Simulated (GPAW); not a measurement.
# InP (F-43m) in GPAW: a series of runs

The runs below take InP through band structure, with r2SCAN.

All numbers are computed with GPAW 26.7.0; they aren't measurements. Logs are shortened: lines on timing, memory, paths and dates and some standing lists are left out, and cuts for length are marked. The log counts tension as positive stress, the text compression.

**The experiment to reproduce.**

A printed reference work, data compilation reports, for a bulk crystal of InP at 1.6 K: band gap 1.4236 eV (direct).

The results are compared with them further down.

## (1) The crystal as given

Symmetry: F-43m, No. 216, cubic system. Conventional cell: a = 5.861 Å, b = 5.861 Å, c = 5.861 Å, α = 90.00°, β = 90.00°, γ = 90.00°. In (site symmetry -43m) is surrounded by 4 P at 2.54 Å. P (site symmetry -43m) has 4 In at 2.54 Å as nearest neighbours.

## (2) Band structure, r2SCAN

File run.py:

```python
from ase.dft.bandgap import bandgap
from ase.io import read, write
from ase.units import GPa
from gpaw import GPAW, PW

atoms = read('InP.xyz')

calc = GPAW(mode=PW(600),
            xc='MGGA_X_R2SCAN+MGGA_C_R2SCAN',
            kpts={'size': (8, 8, 8), 'gamma': True},
            occupations={'name': 'fermi-dirac', 'width': 0.05},
            nbands=18,
            convergence={'density': 1e-05, 'energy': 1e-05},
            maxiter=150,
            txt='gpaw.txt')
atoms.calc = calc
energy = atoms.get_potential_energy()
forces = atoms.get_forces()
stress = atoms.get_stress()
calc.write('gs.gpw')
write('result.traj', atoms)
print(f'Energy: {energy:.6f} eV')
print('Forces (eV/A):')
print(forces.round(4))
print('Stress (GPa):', (stress / GPa).round(3))
print('Fermi level:', round(calc.get_fermi_level(), 4), 'eV')
print(f'Gap: {bandgap(calc)[0]:.4f} eV, direct: {bandgap(calc, direct=True)[0]:.4f} eV')

path = atoms.cell.bandpath('GXWKGLUWLK,UX', npoints=100, eps=1e-4)
bs_calc = calc.fixed_density(kpts=path, symmetry='off', nbands=30,
                             convergence={'bands': 'CBM+6.0', 'eigenstates': 1e-6}, txt='bands.txt')
bs = bs_calc.band_structure()
bs.write('bs.json')
print(f'Gap on the path: {bandgap(bs_calc)[0]:.4f} eV')
```

File InP.xyz:

```xyz
2
Lattice="0.0000000000 2.9305000000 2.9305000000 2.9305000000 0.0000000000 2.9305000000 2.9305000000 2.9305000000 0.0000000000" Properties=species:S:1:pos:R:3 pbc="T T T"
In     0.0000000000      0.0000000000      0.0000000000
P      4.3957500000      4.3957500000      4.3957500000
```

Potentials or basis: GPAW PAW data sets (gpaw-data 1.2.1), pw.

On the command line:

```
OMP_NUM_THREADS=1 python run.py
```

gpaw.txt:

```text
__  _  _
 | _ |_)|_||  |
 |__||  | ||/\| - 26.7.0

Input parameters:
  mode=PW(ecut=600.0),
  convergence={'density': 1e-05, 'energy': 1e-05},
  kpts=MonkhorstPack(size=(8, 8, 8), gamma=True),
  maxiter=150,
  nbands=18,
  occupations=Occupations(name='fermi-dirac', width=0.05),
  xc=XC(name='MGGA_X_R2SCAN+MGGA_C_R2SCAN')

Diagonalizing LCAO Hamiltonian
Converting LCAO to pw mode

                     P

       In

Atoms  # Å, Bohr magnetons
|   | symbol |        x |        y |        z |    initial magnetic moments |
|---|--------|----------|----------|----------|-----------------------------|
| 0 |     In | 0.000000 | 0.000000 | 0.000000 | ( 0.0000,  0.0000,  0.0000) |
| 1 |      P | 4.395750 | 4.395750 | 4.395750 | ( 0.0000,  0.0000,  0.0000) |

Unit cell  # Å
| periodic |        x |        y |        z |  lengths |    angles |
|----------|----------|----------|----------|----------|-----------|
|      yes | 0.000000 | 2.930500 | 2.930500 | 4.144353 | 60.000000 |
|      yes | 2.930500 | 0.000000 | 2.930500 | 4.144353 | 60.000000 |
|      yes | 2.930500 | 2.930500 | 0.000000 | 4.144353 | 60.000000 |

Number of symmetries: 24
Symmetry operations  # r_c * U_cc + t_c -> r_c
|    | kind |            matrix            |
|----|------|------------------------------|
|  0 |  E   |  1, 0, 0,  0, 1, 0,  0, 0, 1 |
|  1 |  σ   |  1, 0, 0,  0, 0, 1,  0, 1, 0 |
|  2 |  σ   |  1, 0,-1,  0, 1,-1,  0, 0,-1 |
|  3 |  C3  |  1, 0,-1,  0, 0,-1,  0, 1,-1 |
|  4 |  C3  |  1,-1, 0,  0,-1, 1,  0,-1, 0 |
|  5 |  σ   |  1,-1, 0,  0,-1, 0,  0,-1, 1 |
|  6 |  σ   |  0, 1, 0,  1, 0, 0,  0, 0, 1 |
|  7 |  C3  |  0, 1, 0,  0, 0, 1,  1, 0, 0 |
|  8 |  C2  |  0, 1,-1,  1, 0,-1,  0, 0,-1 |
|  9 |  S4  |  0, 1,-1,  0, 0,-1,  1, 0,-1 |
| 10 |  C3  |  0, 0, 1,  1, 0, 0,  0, 1, 0 |
| 11 |  σ   |  0, 0, 1,  0, 1, 0,  1, 0, 0 |
| 12 |  S4  |  0, 0,-1,  1, 0,-1,  0, 1,-1 |
| 13 |  C3  |  0, 0,-1,  0, 1,-1,  1, 0,-1 |
| 14 |  S4  |  0,-1, 1,  1,-1, 0,  0,-1, 0 |
| 15 |  C2  |  0,-1, 1,  0,-1, 0,  1,-1, 0 |
| 16 |  C3  |  0,-1, 0,  1,-1, 0,  0,-1, 1 |
| 17 |  S4  |  0,-1, 0,  0,-1, 1,  1,-1, 0 |
| 18 |  S4  | -1, 1, 0, -1, 0, 1, -1, 0, 0 |
| 19 |  C3  | -1, 1, 0, -1, 0, 0, -1, 0, 1 |
| 20 |  C3  | -1, 0, 1, -1, 1, 0, -1, 0, 0 |
| 21 |  S4  | -1, 0, 1, -1, 0, 0, -1, 1, 0 |
| 22 |  σ   | -1, 0, 0, -1, 1, 0, -1, 0, 1 |
| 23 |  C2  | -1, 0, 0, -1, 0, 1, -1, 1, 0 |

BZ-sampling:
  Number of BZ points: 512
  Number of IBZ points: 29

  Monkhorst-Pack size: [8, 8, 8]
  Monkhorst-Pack shift: [0.0625, 0.0625, 0.0625]

K-points  # in reciprocal-cell coordinates
|     |                                coordinates |     weight |
|-----|--------------------------------------------|------------|
|   0 | (  0.00000000,   0.00000000,   0.00000000) | 0.00195312 |
|   1 | (  0.12500000,   0.12500000,   0.00000000) | 0.01171875 |
|   2 | (  0.12500000,   0.12500000,   0.12500000) | 0.01562500 |
|   3 | (  0.25000000,   0.12500000,   0.12500000) | 0.02343750 |
|   4 | (  0.25000000,   0.25000000,   0.00000000) | 0.01171875 |
|   5 | (  0.25000000,   0.25000000,   0.12500000) | 0.04687500 |
|   6 | (  0.25000000,   0.25000000,   0.25000000) | 0.01562500 |
|   7 | (  0.37500000,   0.25000000,  -0.37500000) | 0.04687500 |
|   8 | (  0.37500000,   0.25000000,   0.12500000) | 0.04687500 |
|   9 | (  0.37500000,   0.25000000,   0.25000000) | 0.04687500 |
| ... |                                            |            |
|  28 | (  0.50000000,   0.50000000,   0.50000000) | 0.00781250 |

Plane wave coefficients: 1700
Cutoff: 600.0 eV

Spin-components: 1 (collinear spins)
Bands:           18
Projectors:      11
Spin-degeneracy: 2
Datatype:        complex128

Parallelization:
  kpt:    1
  domain: 1
  band:   1

Density:
  Valence electrons: 18.0
  Components: 1
  Grid points: [24 24 24]
  Charge: 0.0  # |e|

Potential:
  Grid points: [24 24 24]

species:
  In:
    name:    Indium
    Z:       49.0
    valence: 13
    core:    36
    charge:  0.0  # [|e|]
    compensation charges:
      type: gauss
      rc: 0.36  # [Å]
      lmax: 2
    cutoffs:
      filter: 2.09  # [Å]
      core: 2.48  # [Å]
    projectors
    | kind |    occ | energy [eV] | rcut [Å] |
    |------|--------|-------------|----------|
    |   5s |  2.000 |      -8.203 |    1.185 |
    |   5p |  1.000 |      -2.521 |    1.244 |
    |   4d | 10.000 |     -18.629 |    1.148 |
    |    s |        |      19.008 |    1.185 |
    |    p |        |      24.691 |    1.244 |
    |    d |        |       8.583 |    1.148 |

    Using partial waves for In as LCAO basis

  P:
    name:    Phosphorus
    Z:       15.0
    valence: 5
    core:    10
    charge:  0.0  # [|e|]
    compensation charges:
      type: gauss
      rc: 0.30  # [Å]
      lmax: 2
    cutoffs:
      filter: 1.69  # [Å]
      core: 1.81  # [Å]
    projectors
    | kind |    occ | energy [eV] | rcut [Å] |
    |------|--------|-------------|----------|
    |   3s |  2.000 |     -13.968 |    0.953 |
    |   3p |  3.000 |      -5.506 |    0.953 |
    |    s |        |      13.244 |    0.953 |
    |    p |        |      21.705 |    0.953 |
    |    d |        |       0.000 |    0.953 |

    Using partial waves for P as LCAO basis

Reference energy: -169278.333319  # eV

eigensolver:
  PPCG
  Converge bands: occupied
  niter=2

density mixing:
  MSR1-Mixer
  Pratt-step length: 0.05
  Maximum mixing coefficient: 0.75
  Old densities: 10
  SVD Regularization: 0.005
  Good broyden scale: 1.0
  Trust region scale: 1.0
  Backstep threshold: 4.0
  History deletion threshold: 6.0
  Fourier metric: weight=20.0, sigma=0.015

occupation numbers:
  Fermi-Dirac:
    width: 0.0500  # eV

poisson solver:
  ecut: 4800.0  # eV

xc functional:
  name: MGGA_X_R2SCAN+MGGA_C_R2SCAN with 2 nearest neighbor stencil

convergence criteria:
- Maximum integral of absolute [dens]ity change: 1e-05 electrons / valence electron
- Maximum [total energy] change in last 3 cyles: 1e-05 eV / valence electron
- Maximum integral of absolute [eigenst]ate change: 4e-08 eV^2 / valence electron
maximum number of iterations: 150

SCF iterations
|iter     | |      energy | eigst |  dens |
|---------|-|-------------|-------|-------|
|iter:   1| |  -28.618717 | -0.22 |       |
|iter:   2| |  -26.736476 | -1.17 | -1.17 |
|iter:   3| |-1544306.029150 | +5.55 | -1.15 |
|iter:   4| |  -11.951873 | +1.98 | +2.03 |
|iter:   5| |  -26.526831 | +0.68 | -0.56 |
|iter:   6| |  -26.602703 | -1.21 | -1.86 |
|iter:   7| |  -26.597935 | -3.01 | -1.90 |
|iter:   8| |  -26.596794 | -4.27 | -2.24 |
|iter:   9| |  -26.596155 | -4.79 | -2.46 |
|iter:  10| |  -26.595761 | -4.48 | -2.67 |
|iter:  11| |  -26.595757 | -5.65 | -3.48 |
|iter:  12| |  -26.595757c| -7.55c| -4.27 |
|iter:  13| |  -26.595757c| -8.02c| -4.20 |
|iter:  14| |  -26.595757c| -8.33c| -4.88 |
|iter:  15| |  -26.595757c| -8.83c| -5.43c|

Converged in 15 steps
Energy contributions relative to reference atoms: (reference = -169278.333319)

Energy contributions:
  Kinetic:          26.415421
  Coulomb:         -23.990293
  Zero:              0.049910
  External:          0.000000
  Xc:              -29.070795
  Entropy:          -0.000000
  Spinorbit:         0.000000
  ----------------------------
  Free energy:     -26.595757
  Extrapolated:    -26.595757

dipole moment: (-16.820129, -16.820129, -16.820129)  # |e|*Ang

Fermi level: 5.345
Eigenvalues  # (at kpt = [0.000, 0.000, 0.000])
| band index |      eig [eV] | occ [0-2] |
|------------|---------------|-----------|
|          0 |        -9.851 |     2.000 |
|          1 |        -9.851 |     2.000 |
|          2 |        -9.851 |     2.000 |
|          3 |        -9.666 |     2.000 |
|          4 |        -9.666 |     2.000 |
|          5 |        -7.269 |     2.000 |
[... 10 lines left out ...]
|         16 |        16.570 |     0.000 |
|         17 |        16.570 |     0.000 |

Gap: 1.142 eV
Transition (v -> c):
  (s=0, k=0, n=8, [0.00, 0.00, 0.00]) -> (s=0, k=0, n=9, [0.00, 0.00, 0.00])
No difference between direct/indirect transitions

Forces  # eV/Ang
|        x |       y |        z |
|----------|---------|----------|
|  0.00000 | 0.00000 |  0.00000 |  # In   0
| -0.00000 | 0.00000 | -0.00000 |  # P    1

Stress tensor  # eV/Ang^3
|         x |         y |         z |
|-----------|-----------|-----------|
| -0.009516 |  0.000000 |  0.000000 |
|  0.000000 | -0.009516 | -0.000000 |
|  0.000000 | -0.000000 | -0.009516 |

# Writing to gs.gpw (mode='')
```

It took 3.6 min on 1 thread of Arm Neoverse V1, shared host; peak memory 0.41 GiB.

Results:

| Property | Result |
| --- | --- |
| Free energy | -26.5958 eV |
| Pressure | 1.5 GPa |
| Band gap on the k mesh | 1.14 eV, direct |
| Band gap along the path | 1.14 eV, direct |

Levels at the corners of the path, in eV from the valence-band top:
| point | band 7 | band 8 | band 9 | band 10 | band 11 | band 12 |
| --- | --- | --- | --- | --- | --- | --- |
| Γ | 0.00 | 0.00 | 0.00 | 1.14 | 4.40 | 4.40 |
| X | -5.88 | -2.43 | -2.43 | 2.00 | 2.54 | 9.88 |
| W | -5.72 | -3.07 | -3.02 | 4.58 | 4.78 | 6.02 |
| K | -5.73 | -3.43 | -2.03 | 2.63 | 4.74 | 7.99 |
| Γ | 0.00 | 0.00 | 0.00 | 1.14 | 4.40 | 4.40 |
| L | -5.89 | -1.02 | -1.02 | 1.85 | 5.13 | 5.13 |
| U | -5.73 | -3.43 | -2.03 | 2.63 | 4.74 | 7.99 |
| W | -5.72 | -3.07 | -3.02 | 4.58 | 4.78 | 6.02 |
| L | -5.89 | -1.02 | -1.02 | 1.85 | 5.13 | 5.13 |
| K | -5.73 | -3.43 | -2.03 | 2.63 | 4.74 | 7.99 |
| U | -5.73 | -3.43 | -2.03 | 2.63 | 4.74 | 7.99 |
| X | -5.88 | -2.43 | -2.43 | 2.00 | 2.54 | 9.88 |

Caveat: the PAW data sets were made with another functional, which shifts forces and pressure a little; spin-orbit coupling is left out, which moves the levels of the heavy elements.

## (3) Band structure, r2SCAN, spin-orbit coupling, no magnetisation

run.py: that of step 2 with these lines changed.

```diff
@@ -1,7 +1,16 @@
+import numpy as np
+from ase import Atoms
 from ase.dft.bandgap import bandgap
-from ase.io import read, write
+from ase.io import write
 from ase.units import GPa
 from gpaw import GPAW, PW
+from gpaw.spinorbit import soc_eigenstates
 
-atoms = read('InP.xyz')
+atoms = Atoms(['In', 'P'],
+              cell=[[0.0, 2.9305, 2.9305],
+                    [2.9305, 0.0, 2.9305],
+                    [2.9305, 2.9305, 0.0]],
+              scaled_positions=[[0.0, 0.0, 0.0],
+                                [0.75, 0.75, 0.75]],
+              pbc=True)
 
@@ -9,3 +18,3 @@
             xc='MGGA_X_R2SCAN+MGGA_C_R2SCAN',
-            kpts={'size': (8, 8, 8), 'gamma': True},
+            kpts={'size': (6, 6, 6), 'gamma': True},
             occupations={'name': 'fermi-dirac', 'width': 0.05},
@@ -28,3 +37,3 @@
 
-path = atoms.cell.bandpath('GXWKGLUWLK,UX', npoints=100, eps=1e-4)
+path = atoms.cell.bandpath('GXWKGLUWLK,UX', npoints=60, eps=1e-4)
 bs_calc = calc.fixed_density(kpts=path, symmetry='off', nbands=30,
@@ -34 +43,7 @@
 print(f'Gap on the path: {bandgap(bs_calc)[0]:.4f} eV')
+
+soc = soc_eigenstates(bs_calc, theta=0, phi=0, ignore_xc_potential=True)
+np.savetxt('soc_bands.dat', soc.eigenvalues(), fmt='%.4f')
+mesh = soc_eigenstates('gs.gpw', theta=0, phi=0, ignore_xc_potential=True)
+np.savetxt('soc_mesh.dat', mesh.eigenvalues(), fmt='%.4f')
+print('Fermi level with spin-orbit coupling:', round(mesh.fermi_level, 4), 'eV')
```

Potentials or basis: GPAW PAW data sets (gpaw-data 1.2.1), pw.

On the command line:

```
OMP_NUM_THREADS=1 python run.py
```

Wall time 2.1 min (1 thread of Arm Neoverse V1, shared host); peak memory 0.38 GiB.

The run converged. Its results:

- Free energy: -26.5867 eV
- Pressure: 1.5 GPa
- Band gap on the k mesh: 1.11 eV, direct
- Band gap along the path: 1.11 eV, direct

Levels at the corners of the path, in eV from the valence-band top:
```csv
point,band 16,band 17,band 18,band 19,band 20,band 21
Γ,0.00,0.00,0.00,1.11,1.11,4.04
X,-2.51,-2.41,-2.41,1.96,1.96,2.51
W,-3.10,-3.04,-2.99,4.54,4.54,4.73
K,-3.42,-2.06,-2.06,2.59,2.60,4.69
Γ,0.00,0.00,0.00,1.11,1.11,4.04
L,-1.11,-0.99,-0.99,1.81,1.81,5.01
U,-3.42,-2.06,-2.06,2.59,2.60,4.69
W,-3.10,-3.04,-2.99,4.54,4.54,4.73
L,-1.11,-0.99,-0.99,1.81,1.81,5.01
K,-3.42,-2.06,-2.06,2.59,2.60,4.69
U,-3.42,-2.06,-2.06,2.59,2.60,4.69
X,-2.51,-2.41,-2.41,1.96,1.96,2.51
```

Caveat: spin-orbit coupling was added after a scalar SCF, so levels and gaps hold it while energy, forces, pressure and moments don't; this program's spin-orbit splittings come out too wide for heavy elements; the PAW data sets were made with another functional, which shifts forces and pressure a little.

## (4) Comparison with measurements

Step 2. Against the measured gap of InP, 1.4236 eV (direct; 1.6 K; a printed reference work, data compilation), the calculated 1.14 eV is off by -0.28 eV. Spin-orbit coupling on In is left out. The value is that of r2SCAN, without temperature or zero-point motion.

Step 3. Measured gap of InP: 1.4236 eV (direct; 1.6 K; a printed reference work, data compilation). This calculation gives 1.11 eV (-0.31 eV). The value is that of r2SCAN, without temperature or zero-point motion.
